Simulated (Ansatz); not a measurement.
**C: what symmetry allows forces and stress to be**

```yaml
crystal:
  lattice:
    - [-0.03567, 1.83348, 1.83348]
    - [1.83348, -0.03567, 1.83348]
    - [1.83348, 1.83348, -0.03567]
  atoms:
    - { symbol: C, position: [0.47572, 0.47572, 0.47572] }
    - { symbol: C, position: [0.77428, 0.77428, 0.77428] }
```

The calculation used DFT PBE, scalar-relativistic, plane waves, PAW in Ansatz.

Plane waves to 420 eV, a k mesh through Γ of 12×12×12 on the computed 2-atom cell and Gaussian smearing (0.02 eV); no spin polarisation.

This distorted cell has space group R-3m, with 12 operations.

Without a calculation: in which directions can each atom feel a force?

A force must be left unchanged by every operation that keeps its atom in place, so it lies in the space that those operations leave fixed. Atoms that the group maps onto each other feel forces of one size.
```tsv
atom	site symmetry	operations at the site	equivalent to atom	allowed force (Cartesian)
C1	3m	6	1	along (0.58, 0.58, 0.58)
C2	3m	6	1	along (0.58, 0.58, 0.58)
```

That leaves 1 independent force component of 6. A relaxation in this cell that keeps the symmetry moves the atoms in these directions alone.

And the stress tensor?

It must be invariant under the point group, which leaves 2 independent components: xx = yy, xx = zz, yy = zz, yz = xz, yz = xy, xz = xy.

Do the computed values obey this?

Yes. Forces (eV/Å):
```
C1   2.548  2.548  2.548
C2  -2.548 -2.548 -2.548
```

Stress (GPa, compression positive, xx yy zz yz xz xy): -28.02 -28.02 -28.02 27.86 27.86 27.86. The program imposes the same operations on density, forces and stress, so this confirms the analysis and is no independent test of the calculation.